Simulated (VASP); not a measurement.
A run of VASP 6.6.1 is set up as follows.

POSCAR

```
H14C2O3
1.0
    7.8035490000      0.0000000000      0.0000000000
    0.0000000000      7.8035490000      0.0000000000
    0.0000000000      0.0000000000      7.8035490000
C H O
4 28 6
Direct
    0.6872898472      0.6804211776      0.1611446279
    0.8528939845      0.3202901654      0.4241019054
    0.1089504276      0.7391508658      0.8938240793
    0.3576193345      0.3577218519      0.1666549412
    0.7801706634      0.7506328210      0.2330990681
    0.5819275307      0.6611863397      0.2559476464
    0.7006940047      0.5651402971      0.0750299639
    0.6499734928      0.7940617788      0.0752093695
    0.9884220628      0.3070525988      0.4695043243
    0.7617431505      0.2698131325      0.5287209704
    0.8350431323      0.2434148873      0.3111148530
    0.8034549408      0.4655189581      0.4104542689
    0.1370786549      0.6124649182      0.8480628494
    0.2413132794      0.8016993294      0.9180950872
    0.0326133660      0.7728406652      1.0121420395
    0.0494390437      0.7861807493      0.7802603661
    0.3439332540      0.4969277440      0.1213678545
    0.4170153862      0.3616175153      0.2981720240
    0.4369934757      0.2819230071      0.0786308896
    0.2206688265      0.2752593724      0.2070852634
    0.4904819589      0.9847442491      0.6385940551
    0.6080566675      0.8665031770      0.7519655480
    0.6276503165      0.1329138832      0.9336008526
    0.8002000116      0.1802128749      0.9292694901
    0.9071513487      1.0245722812      0.5431503025
    0.9903058211      0.8852126129      0.4026373128
    0.3052072845      0.9309738428      0.3211231197
    0.1995758597      0.8226128906      0.2006522930
    0.5405232927      0.1027353067      0.2749005613
    0.5954598350     -0.0731590203      0.3416009818
    0.7885386508      0.7673175372      0.6162452494
    0.7667408765      0.6919287622      0.7869368155
    0.5342056544      0.9651634147      0.7539774531
    0.7173146475      0.1546219547      1.0074903099
    0.9109957533      0.9032300560      0.5021048756
    0.2060344594      0.8582761510      0.3194187670
    0.5113698908      0.0134938603      0.3697932825
    0.7229402929      0.6886482035      0.6739241337
```

INCAR.step1

```
SYSTEM = H14C2O3
ALGO = Normal
EDIFF = 1E-4
ENCUT = 520
GGA = PE
ISMEAR = -1
LASPH = .True.
LCHARG = .False.
LREAL = Auto
LWAVE = .True.
NBANDS = 65
NELM = 100
PREC = Accurate
SIGMA = 0.02
```

File INCAR.step2:

```
SYSTEM = H14C2O3
ALGO = Normal
EDIFF = 1E-6
ENCUT = 520
ISIF = 2
ISMEAR = -1
ISTART = 1
IVDW = 12
LASPH = .True.
LCHARG = .False.
LMIXTAU = .True.
LREAL = Auto
LWAVE = .False.
METAGGA = R2SCAN
NBANDS = 65
NELM = 100
PREC = Accurate
SIGMA = 0.02
VDW_A1 = 0.49484001
VDW_A2 = 5.73083694
VDW_S6 = 1.0
VDW_S8 = 0.78981345
```

KPOINTS

```
k-points
0
Gamma
  1 1 1
  0 0 0
```

Potentials or basis: VASP PAW PBE potentials, release 64 (C, H, O).

The run is started by

```bash
$ cat potpaw_PBE.64/C/POTCAR potpaw_PBE.64/H/POTCAR potpaw_PBE.64/O/POTCAR > POTCAR
$ cp INCAR.step1 INCAR
$ mpirun -np 1 vasp_gam > vasp.out
$ cp INCAR.step2 INCAR
$ mpirun -np 1 vasp_gam > vasp.out
```

Predict the largest force.

3.867 eV/Å.

Estimate the band gap on the k mesh.

5.51 eV, direct.

Forces in eV/Å, atoms in the order of the input:
```
C   -2.399  1.426 -1.314
C   -1.361  1.761  1.945
C    1.789  1.557  1.241
C   -2.254 -0.691  2.010
H    1.686 -0.917  0.277
H    0.293 -0.155 -0.792
H    0.730  0.920  1.272
H   -0.308 -1.288  0.517
H   -0.872  0.492 -0.267
H    1.068  0.317 -1.057
H   -0.149  0.047 -0.531
H    1.360 -2.641 -0.023
H   -0.194 -1.096  1.097
H   -1.544 -0.473 -0.777
H    0.222 -1.215 -1.120
H   -0.263  1.269 -0.498
H   -0.337 -1.830  0.420
H    0.010  0.125 -1.050
H   -0.325  0.241  0.194
H    2.793  2.183 -1.547
H    0.405 -0.258  0.346
H   -0.095 -0.563 -0.635
H   -2.528 -1.021 -1.669
H    2.851  0.831 -1.809
H    0.355 -1.520 -1.101
H   -0.039  0.776  1.310
H    0.840  0.519  0.438
H   -0.043 -0.098  0.188
H   -0.659 -1.535  2.082
H    0.050 -0.225  0.305
H    2.201  2.176 -2.176
H    0.486 -0.430  0.996
O   -0.739  1.335  0.278
O   -0.330 -0.075  3.428
O   -0.097  1.079 -0.166
O   -1.010 -0.648 -0.793
O    0.758  1.974 -2.411
O   -2.350 -2.351  1.391
```

Caveat: the PAW data sets were made with another functional, which shifts forces and pressure a little. r2SCAN opens gaps a little over a GGA but as a rule still falls short of measured ones.
